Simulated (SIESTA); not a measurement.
The system is BN.

```
N B
1.0
     0.00000    1.81300    1.81300
     1.81300    0.00000    1.81300
     1.81300    1.81300    0.00000
N B
1 1
Cartesian
  0.9065 0.9065 0.9065
  0.0000 0.0000 0.0000
```

The cell is a database's computed one.

Base run:

```yaml
Program: SIESTA 5.4.2
Functional: PBE
Potentials_or_basis: PseudoDojo 0.4 standard (PBE files)
Basis: DZP (energy shift 0.003 Ry)
Grid_cutoff: 800 Ry
Energy_shift: 0.003 Ry
k_mesh: 13 × 13 × 13
Occupations: fermi-dirac, width 0.05 eV
Spin: no spin polarisation
```

Its results: band gap on the k mesh 4.64 eV, indirect (least direct gap 8.84 eV); pressure 2.6 GPa.

Question: The run is repeated on the same cell with these changes: functional from PBE to vdW-DF-cx. What comes out?

Answer: Band gap on the k mesh 4.58 eV, indirect (least direct gap 8.84 eV); pressure 0.5 GPa.

Caveats: the basis of atomic orbitals isn't converged, which shifts pressures, moduli and gaps; an odd mesh through Γ misses points on the zone boundary, where band edges often lie (some runs); the potentials were made for another functional, which shifts forces and pressure (some runs).

Not every run made on this cell is shown here.
